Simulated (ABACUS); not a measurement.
# CrCuO2 (R-3m) in ABACUS: reference runs

How does CrCuO2 come out in PBEsol? The cell is run as given.

Program: ABACUS 3.10.1. These are calculated values, not measurements. Logs are shortened: lines on timing, memory, paths and dates and some standing lists are left out, and cuts for length are marked.

**1. The crystal as given**

The structure is trigonal, space group R-3m (No. 166). The conventional cell has a = 2.973 Å, b = 2.973 Å, c = 17.100 Å, α = 90.00°, β = 90.00°, γ = 120.00°. Cu (site symmetry -3m) is surrounded by 2 O at 1.85 Å. Cr (site symmetry -3m) has 6 O at 1.99 Å as nearest neighbours. O (site symmetry 3m) has 1 Cu at 1.85 Å and 3 Cr at 1.99 Å as nearest neighbours.

**2. Single point, PBEsol, collinear spin, ferromagnetic start**

INPUT reads:

```
INPUT_PARAMETERS
suffix              CrCuO2
calculation         scf
basis_type          pw
pseudo_dir          ./
symmetry            1
dft_functional      pbesol
ecutwfc             95
pseudo_rcut         7
nspin               2
nbands              30
ks_solver           dav
smearing_method     fd
smearing_sigma      0.00367493
scf_thr             1e-08
scf_nmax            100
mixing_type         broyden
mixing_beta         0.4
cal_force           1
cal_stress          1
kpar                4
```

STRU reads:

```
ATOMIC_SPECIES
Cu 63.5460 Cu.upf
Cr 51.9961 Cr.upf
O 15.9990 O.upf

LATTICE_CONSTANT
1.8897261246

LATTICE_VECTORS
1.4867000000 0.8583466452 5.7000000000
-1.4867000000 0.8583466452 5.7000000000
0.0000000000 -1.7166932904 5.7000000000

ATOMIC_POSITIONS
Direct

Cu
0.0
1
0.0000000000 0.0000000000 0.0000000000 1 1 1 mag 0.6

Cr
0.0
1
0.5000000000 0.5000000000 0.5000000000 1 1 1 mag 3

O
0.0
2
0.8920800000 0.8920800000 0.8920800000 1 1 1 mag 0
0.1079200000 0.1079200000 0.1079200000 1 1 1 mag 0
```

KPT reads:

```
K_POINTS
0
Gamma
10 10 10 0 0 0
```

Potentials or basis: PseudoDojo NC SR 0.4.1 PBEsol standard, plane waves.

Command:

```console
OMP_NUM_THREADS=1 mpirun -np 4 abacus > log
```

running log:

```text
ABACUS v3.10.1

               Atomic-orbital Based Ab-initio Computation at UStc

 ------------------------------------------------------------------------------------

 READING GENERAL INFORMATION
                           global_out_dir = OUT.CrCuO2/
                           global_in_card = INPUT
                               pseudo_dir = ./
                              orbital_dir =
                                    DSIZE = 4
                                    GSIZE = 1

 READING UNITCELL INFORMATION
                                    ntype = 3
                  lattice constant (Bohr) = 1.88973
              lattice constant (Angstrom) = 1

 READING ATOM TYPE 1
                               atom label = Cu
                      L=0, number of zeta = 1
                      L=1, number of zeta = 1
                      L=2, number of zeta = 1
             number of atom for this type = 1
               magnetization of element 1 = 0.6

 READING ATOM TYPE 2
                               atom label = Cr
                      L=0, number of zeta = 1
                      L=1, number of zeta = 1
                      L=2, number of zeta = 1
             number of atom for this type = 1
               magnetization of element 2 = 3

 READING ATOM TYPE 3
                               atom label = O
                      L=0, number of zeta = 1
                      L=1, number of zeta = 1
                      L=2, number of zeta = 1
             number of atom for this type = 2
               magnetization of element 3 = 0

                        TOTAL ATOM NUMBER = 4
DIRECT COORDINATES
    atom                   x                   y                   z     mag                  vx                  vy                  vz
taud_Cu1            0.0000000000        0.0000000000        0.0000000000  0.6000        0.0000000000        0.0000000000        0.0000000000
taud_Cr1            0.5000000000        0.5000000000        0.5000000000  3.0000        0.0000000000        0.0000000000        0.0000000000
taud_O1            0.8920800000        0.8920800000        0.8920800000  0.0000        0.0000000000        0.0000000000        0.0000000000
taud_O2            0.1079200000        0.1079200000        0.1079200000  0.0000        0.0000000000        0.0000000000        0.0000000000

                          Volume (Bohr^3) = 294.516
                             Volume (A^3) = 43.6427

 Lattice vectors: (Cartesian coordinate: in unit of a_0)
              +1.4867           +0.858347                +5.7
              -1.4867           +0.858347                +5.7
                   +0            -1.71669                +5.7
 Reciprocal vectors: (Cartesian coordinate: in unit of 2 pi/a_0)
            +0.336315           +0.194172          +0.0584795
            -0.336315           +0.194172          +0.0584795
                   +0           -0.388343          +0.0584795
 The esolver type has been set to : ksdft_pw

                PAO radial cut off (Bohr) = 7

 Read in pseudopotential file is Cu.upf
                     pseudopotential type = NC
          exchange-correlation functional = PBESOL
                 nonlocal core correction = 1
                        valence electrons = 19
                                     lmax = 2
                           number of zeta = 4
                     number of projectors = 6
                           L of projector = 0
[... 5 lines left out ...]
                PAO radial cut off (Bohr) = 7

 Read in pseudopotential file is Cr.upf
                     pseudopotential type = NC
          exchange-correlation functional = PBESOL
                 nonlocal core correction = 1
                        valence electrons = 14
                                     lmax = 2
                           number of zeta = 4
                     number of projectors = 6
                           L of projector = 0
[... 5 lines left out ...]
                PAO radial cut off (Bohr) = 7

 Read in pseudopotential file is O.upf
                     pseudopotential type = NC
          exchange-correlation functional = PBESOL
                 nonlocal core correction = 1
                        valence electrons = 6
                                     lmax = 2
                           number of zeta = 2
                     number of projectors = 5
                           L of projector = 0
                           L of projector = 0
                           L of projector = 1
                           L of projector = 1
                           L of projector = 2
     initial pseudo atomic orbital number = 28
 The readin total magnetization is 3.6

 SETUP THE ELECTRONS NUMBER
            electron number of element Cu = 19
      total electron number of element Cu = 19
            electron number of element Cr = 14
[... 79 lines left out ...]
                                       S6 = 2
                              POINT GROUP = D_3d
                                       C2 = 3
                                       C3 = 2
                                       C4 = 0
                                       C6 = 0
                                       S1 = 3
                                       S3 = 0
                                       S4 = 0
                                       S6 = 2
               POINT GROUP IN SPACE GROUP = D_3d

 SETUP K-POINTS
                                    nspin = 2
                   Input type of k points = Monkhorst-Pack(Gamma)
                                   nkstot = 1000
                       right hand lattice = 1
(for reciprocal lattice: )
                             BRAVAIS TYPE = 7
                     BRAVAIS LATTICE NAME = 07. Rhombohedral (Trigonal) cell
                                    ibrav = 7
                       right hand lattice = 1
(for k-lattice: )
                             BRAVAIS TYPE = 7
                     BRAVAIS LATTICE NAME = 07. Rhombohedral (Trigonal) cell
                                    ibrav = 7
                       right hand lattice = 1
                        ROTATION MATRICES = 12
                               nkstot_ibz = 116
K-POINTS REDUCTION ACCORDING TO SYMMETRY
     IBZ    DIRECT_X    DIRECT_Y    DIRECT_Z  WEIGHT  ibz2bz
       1  0.00000000  0.00000000  0.00000000  0.0010       0
       2  0.10000000  0.00000000  0.00000000  0.0060       1
       3  0.20000000  0.00000000  0.00000000  0.0060       2
       4  0.30000000  0.00000000  0.00000000  0.0060       3
       5  0.40000000  0.00000000  0.00000000  0.0060       4
       6  0.50000000  0.00000000  0.00000000  0.0030       5
[... 22 lines left out ...]
      29  0.50000000  0.40000000  0.00000000  0.0120      45
      30 -0.40000000  0.40000000  0.00000000  0.0060      46
[... 86 further k points ...]

                               nkstot now = 116
[... K-POINTS DIRECT COORDINATES: 116 rows ...]

           k-point number in this process = 29
       minimum distributed K point number = 29
[... stars of the k points ...]
                             nks(nspin=2) = 58
                          nkstot(nspin=2) = 232

[... K-POINTS CARTESIAN COORDINATES: 58 rows ...]

[... K-POINTS DIRECT COORDINATES: 58 rows ...]

 SETUP PLANE WAVES FOR WAVE FUNCTIONS
     energy cutoff for wavefunc (unit:Ry) = 95
              fft grid for wave functions = [ 72, 72, 72 ]
                    number of plane waves = 5785
                         number of sticks = 537

 PARALLEL PW FOR WAVE FUNCTIONS
     PROC   COLUMNS(POT)             PW
        1            537           5785
 --------------- sum -------------------
        1            537           5785

 SETUP NONLOCAL PSEUDOPOTENTIALS IN PLANE WAVE BASIS
 Cu non-local projectors:
 projector 1 L=0
 projector 2 L=0
 projector 3 L=1
 projector 4 L=1
 projector 5 L=2
 projector 6 L=2
 Cr non-local projectors:
 projector 1 L=0
 projector 2 L=0
 projector 3 L=1
 projector 4 L=1
 projector 5 L=2
 projector 6 L=2
 O non-local projectors:
 projector 1 L=0
 projector 2 L=0
 projector 3 L=1
 projector 4 L=1
 projector 5 L=2
      TOTAL NUMBER OF NONLOCAL PROJECTORS = 62

 Init Non-Local PseudoPotential table :
 Init Non-Local-Pseudopotential done.

                                     npwx = 4633

 Make real space PAO into reciprocal space.
       max mesh points in Pseudopotential = 701
     dq(describe PAO in reciprocal space) = 0.01
                                    max q = 1174

 number of pseudo atomic orbitals for Cu is 4
WARNING: norm of atomic wavefunction # 3 of atomic type Cu is 0.999944, renormalized
WARNING: norm of atomic wavefunction # 4 of atomic type Cu is 0.996041, renormalized

 number of pseudo atomic orbitals for Cr is 4
WARNING: norm of atomic wavefunction # 3 of atomic type Cr is 0.999203, renormalized
WARNING: norm of atomic wavefunction # 4 of atomic type Cr is 0.990419, renormalized

 number of pseudo atomic orbitals for O is 2
WARNING: norm of atomic wavefunction # 2 of atomic type O is 0.999978, renormalized

 -------------------------------------------
 SELF-CONSISTENT
 -------------------------------------------

                                 init_chg = atomic

 PW ALGORITHM --------------- ION=   1  ELEC=   1--------------------------------

          total magnetism (Bohr mag/cell) = 2.93578
       absolute magnetism (Bohr mag/cell) = 2.96163
                        nelec for spin up = 23.9679
                      nelec for spin down = 21.0321
[... 161 lines left out ...]
 Density error is 5.33610795413e-09
                          Error Threshold = 9.71923048038e-11
----------------------------------------------------------
     Energy           Rydberg                 eV
----------------------------------------------------------
 E_KohnSham     -622.7621264485      -8473.1134182959
 E_KS(sigma->0) -622.7621263838      -8473.1134174156
 E_Harris       -622.7611422631      -8473.1000277665
 E_band         -48.7288018188       -662.9893614479
 E_one_elec     -347.1521732579      -4723.2476293906
 E_Hartree      195.9231993693       2665.6718818124
 E_xc           -88.9425387997       -1210.1253222626
 E_Ewald        -382.5906136307      -5205.4123466945
 E_entropy(-TS) -0.0000001294        -0.0000017606
 E_descf        0.0000000000         0.0000000000
 E_exx          0.0000000000         0.0000000000
 E_Fermi        0.9194561749         12.5098430401
----------------------------------------------------------

 charge density convergence is achieved
 final etot is -8473.1134183 eV
 EFERMI = 12.50984304 eV

 STATE ENERGY(eV) AND OCCUPATIONS    NSPIN == 2
SPIN UP :
 1/29 kpoint (Cartesian) = 0.0000 0.0000 0.0000 (4581 pws)
       1       -99.7735     0.00100000
       2       -60.7588     0.00100000
       3       -57.5531     0.00100000
       4       -57.2369     0.00100000
       5       -57.2369     0.00100000
       6       -32.2746     0.00100000
[... 182 lines left out ...]
      29        22.6724        0.00000
      30        23.2266        0.00000

[... levels at 52 further k points ...]

------------------------------------------------------------------------------------------
 TOTAL-FORCE (eV/Angstrom)
------------------------------------------------------------------------------------------
                       Cu1         0.0000000000         0.0000000000         0.0000000000
                       Cr1         0.0000000000         0.0000000000         0.0000000000
                        O1         0.0000000000         0.0000000000        -0.0796676126
                        O2         0.0000000000         0.0000000000         0.0796676126
------------------------------------------------------------------------------------------

----------------------------------------------------------------
 TOTAL-STRESS (KBAR)
----------------------------------------------------------------
       -27.2356122218         0.0000000000         0.0000000000
         0.0000000000       -27.2356122221         0.0000000000
         0.0000000000        -0.0000000000       -57.9094069826
----------------------------------------------------------------
 TOTAL-PRESSURE: -37.460210 KBAR

 --------------------------------------------
 !FINAL_ETOT_IS -8473.1134182958667225 eV
 --------------------------------------------
```

It took 6.8 min on 4 MPI ranks of Intel Xeon 6975P-C (Granite Rapids), shared host; peak memory 1.4 GiB.

What came out:

```yaml
Free_energy: -8473.1134 eV
Pressure: -3.7 GPa
Largest_force: 0.080 eV/Å
Band_gap_on_the_k_mesh: 0.97 eV, indirect (least direct gap 1.13 eV)
Net_moment: 3.00 μB per cell
Absolute_moment: 3.09 μB per cell
```

Forces in eV/Å, atoms in the order of the input:
```
Cu   0.000  0.000  0.000
Cr   0.000  0.000  0.000
O    0.000  0.000 -0.080
O    0.000  0.000  0.080
```

Stress tensor (GPa, compression positive):
```
-2.72  0.00  0.00
 0.00 -2.72  0.00
 0.00  0.00 -5.79
```

Caveat: only a ferromagnetic start was run, and an antiferromagnetic order may lie lower in energy.
